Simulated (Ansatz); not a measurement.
**Sb2Te3 in the Bi2Te3 type structure (space group R-3m, No. 166)**

```cif
data_Sb2Te3
_chemical_formula_sum 'Sb2 Te3'
_space_group_name_H-M_alt 'P 1'
_space_group_IT_number 1
_cell_length_a 10.24356
_cell_length_b 10.24356
_cell_length_c 10.24356
_cell_angle_alpha 24.095
_cell_angle_beta 24.095
_cell_angle_gamma 24.095
loop_
_space_group_symop_operation_xyz
  'x, y, z'
loop_
_atom_site_label
_atom_site_type_symbol
_atom_site_fract_x
_atom_site_fract_y
_atom_site_fract_z
_atom_site_occupancy
Sb1 Sb 0.39906 0.39906 0.39906 1
Sb2 Sb 0.60094 0.60094 0.60094 1
Te1 Te 0.00000 0.00000 0.00000 1
Te2 Te 0.21017 0.21017 0.21017 1
Te3 Te 0.78983 0.78983 0.78983 1
```

Method: PBE-D3(BJ) in Ansatz (plane waves to 420 eV, PAW, without spin-orbit coupling). Settings: 9×9×9 k-points, 0.05 eV Fermi–Dirac smearing.

| Quantity | Value |
|---|---|
| Volume per atom | 31.49 Å³ |
| Density | 6.61 g/cm³ |
| Band gap | 0.09 eV (uncertain: the edges found on the path are not clean extrema) |
| Total energy | -6782.345 eV/atom (σ→0; compares only within this code and set-up) |

With Sb and Te present, leaving out spin-orbit coupling can change the band edges. Stability against distortions was not tested. The zero or small gap of Sb2Te3 can change with the level of theory.

Ansatz is a quantum-chemistry and plane-wave program.
